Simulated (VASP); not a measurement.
# Ti3Al (P-6m2) in VASP: a series of runs, part 2 of 2

VASP 6.6.1.

## 4. Equation of state, PBE, 16.78 Å³/atom (volume scaled by 0.98)

The input, INCAR:

```
SYSTEM = Ti3Al
ALGO = Normal ; EDIFF = 1E-7
ENCUT = 520 ; GGA = PE
ISIF = 2 ; ISMEAR = -1
LASPH = .TRUE. ; LCHARG = .FALSE.
LREAL = .FALSE. ; LWAVE = .FALSE.
NBANDS = 28 ; NELM = 100
PREC = Accurate ; SIGMA = 0.05
```

The input, KPOINTS:

```
k-points
0
G
  10 10 3
  0 0 0
```

The input, POSCAR:

```
Ti3Al
1.0
    2.9078936965      0.0000000000      0.0000000000
   -1.4539468482      2.5183098127      0.0000000000
    0.0000000000      0.0000000000      9.1644382416
Ti Al
3 1
Direct
    0.3333333333      0.6666666667      0.2494060000
    0.3333333333      0.6666666667      0.7505940000
    0.6666666667      0.3333333333      0.0000000000
    0.6666666667      0.3333333333      0.5000000000
```

The run is started by

```bash
cat potpaw_PBE.64/Ti_sv/POTCAR potpaw_PBE.64/Al/POTCAR > POTCAR
mpirun -np 1 vasp_std > vasp.out
```

It took 47 s on 1 thread of Intel Xeon Platinum 8488C (Sapphire Rapids), shared host; peak memory 0.2 GiB.

It converged, with:

```
Free energy            : -27.7773 eV
Pressure               : 2.4 GPa
Band gap on the k mesh : none (metal or under the smearing width)
```

## 5. Equation of state, PBE, 17.46 Å³/atom (volume scaled by 1.02)

The input, INCAR:

```
SYSTEM = Ti3Al
ALGO = Normal ; EDIFF = 1E-7
ENCUT = 520 ; GGA = PE
ISIF = 2 ; ISMEAR = -1
LASPH = .True. ; LCHARG = .False.
LREAL = .False. ; LWAVE = .False.
NBANDS = 28 ; NELM = 60
PREC = Accurate ; SIGMA = 0.05
```

The input, KPOINTS:

```
k-points
0
Gamma
  10 10 3
  0 0 0
```

The input, POSCAR:

```
Ti3Al
1.0
    2.9469304848      0.0000000000      0.0000000000
   -1.4734652423      2.5521166630      0.0000000000
    0.0000000000      0.0000000000      9.2874655158
Ti Al
3 1
Direct
    0.3333333333      0.6666666667      0.2494060000
    0.3333333333      0.6666666667      0.7505940000
    0.6666666667      0.3333333333      0.0000000000
    0.6666666667      0.3333333333      0.5000000000
```

The run is started by

```bash
cat potpaw_PBE.64/Ti_sv/POTCAR potpaw_PBE.64/Al/POTCAR > POTCAR
mpirun -np 1 vasp_std > vasp.out
```

Run time: 48 s. Hardware: 1 thread of Intel Xeon Platinum 8488C (Sapphire Rapids), shared host; peak memory 0.21 GiB.

The run converged. Its results:

```
Free energy            : -27.7803 eV
Pressure               : -2.0 GPa
Largest force          : 0.023 eV/Å
Band gap on the k mesh : none (metal or under the smearing width)
```

## 6. Equation of state, PBE, 17.80 Å³/atom (volume scaled by 1.04)

The input, INCAR:

```
SYSTEM = Ti3Al
PREC = Accurate ; ENCUT = 520
EDIFF = 1E-7 ; ISMEAR = -1
SIGMA = 0.05 ; LREAL = .FALSE.
LASPH = .TRUE. ; NELM = 100
ALGO = Normal ; ISIF = 2
LWAVE = .FALSE. ; LCHARG = .FALSE.
GGA = PE ; NBANDS = 28
```

The input, KPOINTS:

```
regular mesh
0
G
  10 10 3
  0 0 0
```

The input, POSCAR:

```
Ti3Al
1.0
    2.9660669332      0.0000000000      0.0000000000
   -1.4830334666      2.5686893135      0.0000000000
    0.0000000000      0.0000000000      9.3477754233
Ti Al
3 1
Direct
    0.3333333333      0.6666666667      0.2494060000
    0.3333333333      0.6666666667      0.7505940000
    0.6666666667      0.3333333333      0.0000000000
    0.6666666667      0.3333333333      0.5000000000
```

Potentials or basis: VASP PAW PBE potentials, release 64 (Ti_sv, Al).

The run is started by

```bash
cat potpaw_PBE.64/Ti_sv/POTCAR potpaw_PBE.64/Al/POTCAR > POTCAR
mpirun -np 1 vasp_std > vasp.out
```

Run time: 44 s. Hardware: 1 thread of Intel Xeon Platinum 8488C (Sapphire Rapids), shared host; peak memory 0.21 GiB.

It converged, with:

```
Free energy            : -27.7554 eV
Pressure               : -3.9 GPa
Largest force          : 0.035 eV/Å
Band gap on the k mesh : none (metal or under the smearing width)
```

## 7. Equation of state, PBE, 18.15 Å³/atom (volume scaled by 1.06)

The input, INCAR:

```
SYSTEM = Ti3Al
PREC = Accurate
ENCUT = 520
EDIFF = 1E-7
ISMEAR = -1
SIGMA = 0.05
LREAL = .False.
LASPH = .True.
NELM = 60
ALGO = Normal
ISIF = 2
LWAVE = .False.
LCHARG = .False.
GGA = PE
NBANDS = 28
```

The input, KPOINTS:

```
Automatic mesh
0
Gamma
  10 10 3
  0 0 0
```

The input, POSCAR:

```
Ti3Al
1.0
    2.9849595887      0.0000000000      0.0000000000
   -1.4924797943      2.5850508331      0.0000000000
    0.0000000000      0.0000000000      9.4073169995
Ti Al
3 1
Direct
    0.3333333333      0.6666666667      0.2494060000
    0.3333333333      0.6666666667      0.7505940000
    0.6666666667      0.3333333333      0.0000000000
    0.6666666667      0.3333333333      0.5000000000
```

The run is started by

```bash
cat potpaw_PBE.64/Ti_sv/POTCAR potpaw_PBE.64/Al/POTCAR > POTCAR
mpirun -np 1 vasp_std > vasp.out
```

It took 49 s on 1 thread of Intel Xeon Platinum 8488C (Sapphire Rapids), shared host; peak memory 0.2 GiB.

Results (log left out):

| Quantity | Value |
| --- | --- |
| Free energy | -27.7149 eV |
| Pressure | -5.6 GPa |
| Largest force | 0.047 eV/Å |
| Band gap on the k mesh | none (metal or under the smearing width) |

## 8. Equation of state, PBE

Potentials or basis: VASP PAW PBE potentials, release 64 (Ti_sv, Al).

No new run: the results of the series are fitted here.

What came out:

```
Equilibrium volume                        : 17.14 Å³/atom
Bulk modulus at fixed shape and positions : 109 GPa
Pressure derivative of the bulk modulus   : 3.7
```

Energy against volume, from the lowest point:
```csv
volume (Å³/atom),energy (meV/atom)
16.093,24.21
16.435,10.64
16.778,2.74
17.120,0.00
17.463,1.96
17.805,8.20
18.147,18.31
```

Caveat: the cell was scaled at fixed shape and fractional positions, which overstates the stiffness of a crystal with free parameters, most of all of layers and chains.

## 9. Equation of state, PBEsol, 16.09 Å³/atom (volume scaled by 0.94)

The input, INCAR:

```
PREC = Accurate ; ENCUT = 520
EDIFF = 1E-7 ; ISMEAR = -1
SIGMA = 0.05 ; LREAL = F
LASPH = T ; NELM = 60
ALGO = Normal ; ISIF = 2
LWAVE = F ; LCHARG = F
GGA = PS ; NBANDS = 28
```

The input, KPOINTS:

```
regular mesh
0
Gamma
  10 10 3
```

The input, POSCAR:

```
Ti3Al
1.0
    2.8677796942      0.0000000000      0.0000000000
   -1.4338898471      2.4835700677      0.0000000000
    0.0000000000      0.0000000000      9.0380160492
Ti Al
3 1
Direct
    0.3333333333      0.6666666667      0.2494060000
    0.3333333333      0.6666666667      0.7505940000
    0.6666666667      0.3333333333      0.0000000000
    0.6666666667      0.3333333333      0.5000000000
```

Potentials or basis: VASP PAW PBE potentials, release 64 (Ti_sv, Al).

The run is started by

```bash
cat potpaw_PBE.64/Ti_sv/POTCAR potpaw_PBE.64/Al/POTCAR > POTCAR
mpirun -np 1 vasp_std > vasp.out
```

It took 33 s on 1 thread of Intel Xeon 6975P-C (Granite Rapids), shared host; peak memory 0.2 GiB.

It converged, with:

```yaml
Free_energy: -29.6161 eV
Pressure: 3.6 GPa
Largest_force: 0.060 eV/Å
Band_gap_on_the_k_mesh: none (metal or under the smearing width)
```

Caveat: the PAW data sets were made with another functional, which shifts forces and pressure a little.

## 10. Equation of state, PBEsol, 16.44 Å³/atom (volume scaled by 0.96)

INCAR is that of step 9.

KPOINTS is that of step 9.

The input, POSCAR:

```
Ti3Al
1.0
    2.8879759913      0.0000000000      0.0000000000
   -1.4439879956      2.5010605740      0.0000000000
    0.0000000000      0.0000000000      9.1016661466
Ti Al
3 1
Direct
    0.3333333333      0.6666666667      0.2494060000
    0.3333333333      0.6666666667      0.7505940000
    0.6666666667      0.3333333333      0.0000000000
    0.6666666667      0.3333333333      0.5000000000
```

The run is started by

```bash
cat potpaw_PBE.64/Ti_sv/POTCAR potpaw_PBE.64/Al/POTCAR > POTCAR
mpirun -np 1 vasp_std > vasp.out
```

Wall time 32 s (1 thread of Intel Xeon 6975P-C (Granite Rapids), shared host); peak memory 0.21 GiB.

Results (log left out):

```yaml
Free_energy: -29.6361 eV
Pressure: 1.0 GPa
Largest_force: 0.070 eV/Å
Band_gap_on_the_k_mesh: none (metal or under the smearing width)
```

Caveat: the PAW data sets were made with another functional, which shifts forces and pressure a little.

## 11. Equation of state, PBEsol, 16.78 Å³/atom (volume scaled by 0.98)

INCAR is that of step 10.

KPOINTS is that of step 10.

The input, POSCAR:

```
Ti3Al
1.0
    2.9078936965      0.0000000000      0.0000000000
   -1.4539468482      2.5183098127      0.0000000000
    0.0000000000      0.0000000000      9.1644382416
Ti Al
3 1
Direct
    0.3333333333      0.6666666667      0.2494060000
    0.3333333333      0.6666666667      0.7505940000
    0.6666666667      0.3333333333      0.0000000000
    0.6666666667      0.3333333333      0.5000000000
```

The run is started by

```bash
cat potpaw_PBE.64/Ti_sv/POTCAR potpaw_PBE.64/Al/POTCAR > POTCAR
mpirun -np 1 vasp_std > vasp.out
```

Wall time 38 s (1 thread of Intel Xeon 6975P-C (Granite Rapids), shared host); peak memory 0.21 GiB.

The run converged. Its results:

* Free energy: -29.6347 eV
* Pressure: -1.4 GPa
* Largest force: 0.081 eV/Å
* Band gap on the k mesh: none (metal or under the smearing width)

Caveat: the PAW data sets were made with another functional, which shifts forces and pressure a little.

## 12. Equation of state, PBEsol, 17.46 Å³/atom (volume scaled by 1.02)

INCAR is that of step 11.

KPOINTS is that of step 11.

The input, POSCAR:

```
Ti3Al
1.0
    2.9469304848      0.0000000000      0.0000000000
   -1.4734652423      2.5521166630      0.0000000000
    0.0000000000      0.0000000000      9.2874655158
Ti Al
3 1
Direct
    0.3333333333      0.6666666667      0.2494060000
    0.3333333333      0.6666666667      0.7505940000
    0.6666666667      0.3333333333      0.0000000000
    0.6666666667      0.3333333333      0.5000000000
```

Potentials or basis: VASP PAW PBE potentials, release 64 (Ti_sv, Al).

The run is started by

```bash
cat potpaw_PBE.64/Ti_sv/POTCAR potpaw_PBE.64/Al/POTCAR > POTCAR
mpirun -np 1 vasp_std > vasp.out
```

Wall time 43 s (1 thread of Intel Xeon 6975P-C (Granite Rapids), shared host); peak memory 0.21 GiB.

Results (log left out):

```yaml
Free_energy: -29.5754 eV
Pressure: -5.5 GPa
Largest_force: 0.101 eV/Å
Band_gap_on_the_k_mesh: none (metal or under the smearing width)
```

Caveat: the PAW data sets were made with another functional, which shifts forces and pressure a little.

## 13. Equation of state, PBEsol, 17.80 Å³/atom (volume scaled by 1.04)

INCAR is that of step 12.

KPOINTS is that of step 12.

The input, POSCAR:

```
Ti3Al
1.0
    2.9660669332      0.0000000000      0.0000000000
   -1.4830334666      2.5686893135      0.0000000000
    0.0000000000      0.0000000000      9.3477754233
Ti Al
3 1
Direct
    0.3333333333      0.6666666667      0.2494060000
    0.3333333333      0.6666666667      0.7505940000
    0.6666666667      0.3333333333      0.0000000000
    0.6666666667      0.3333333333      0.5000000000
```

The run is started by

```bash
cat potpaw_PBE.64/Ti_sv/POTCAR potpaw_PBE.64/Al/POTCAR > POTCAR
mpirun -np 1 vasp_std > vasp.out
```

Wall time 38 s (1 thread of Intel Xeon 6975P-C (Granite Rapids), shared host); peak memory 0.21 GiB.

The run converged. Its results:

* Free energy: -29.5209 eV
* Pressure: -7.3 GPa
* Largest force: 0.111 eV/Å
* Band gap on the k mesh: none (metal or under the smearing width)

Caveat: the PAW data sets were made with another functional, which shifts forces and pressure a little.

## 14. Equation of state, PBEsol, 18.15 Å³/atom (volume scaled by 1.06)

INCAR is that of step 13.

KPOINTS is that of step 13.

The input, POSCAR:

```
Ti3Al
1.0
    2.9849595887      0.0000000000      0.0000000000
   -1.4924797943      2.5850508331      0.0000000000
    0.0000000000      0.0000000000      9.4073169995
Ti Al
3 1
Direct
    0.3333333333      0.6666666667      0.2494060000
    0.3333333333      0.6666666667      0.7505940000
    0.6666666667      0.3333333333      0.0000000000
    0.6666666667      0.3333333333      0.5000000000
```

The run is started by

```bash
cat potpaw_PBE.64/Ti_sv/POTCAR potpaw_PBE.64/Al/POTCAR > POTCAR
mpirun -np 1 vasp_std > vasp.out
```

Wall time 40 s (1 thread of Intel Xeon 6975P-C (Granite Rapids), shared host); peak memory 0.2 GiB.

Results (log left out):

```yaml
Free_energy: -29.4520 eV
Pressure: -8.9 GPa
Largest_force: 0.121 eV/Å
Band_gap_on_the_k_mesh: none (metal or under the smearing width)
```

Caveat: the PAW data sets were made with another functional, which shifts forces and pressure a little.

## 15. Equation of state, PBEsol

Potentials or basis: VASP PAW PBE potentials, release 64 (Ti_sv, Al).

No new run: the results of the series are fitted here.

What came out:

```
Equilibrium volume                        : 16.58 Å³/atom
Bulk modulus at fixed shape and positions : 116 GPa
Pressure derivative of the bulk modulus   : 3.7
```

Energy against volume, from the lowest point:
| volume (Å³/atom) | energy (meV/atom) |
| --- | --- |
| 16.093 | 4.99 |
| 16.435 | 0.00 |
| 16.778 | 0.36 |
| 17.120 | 5.57 |
| 17.463 | 15.19 |
| 17.805 | 28.80 |
| 18.147 | 46.03 |

Caveat: the cell was scaled at fixed shape and fractional positions, which overstates the stiffness of a crystal with free parameters, most of all of layers and chains; the PAW data sets were made with another functional, which shifts forces and pressure a little.
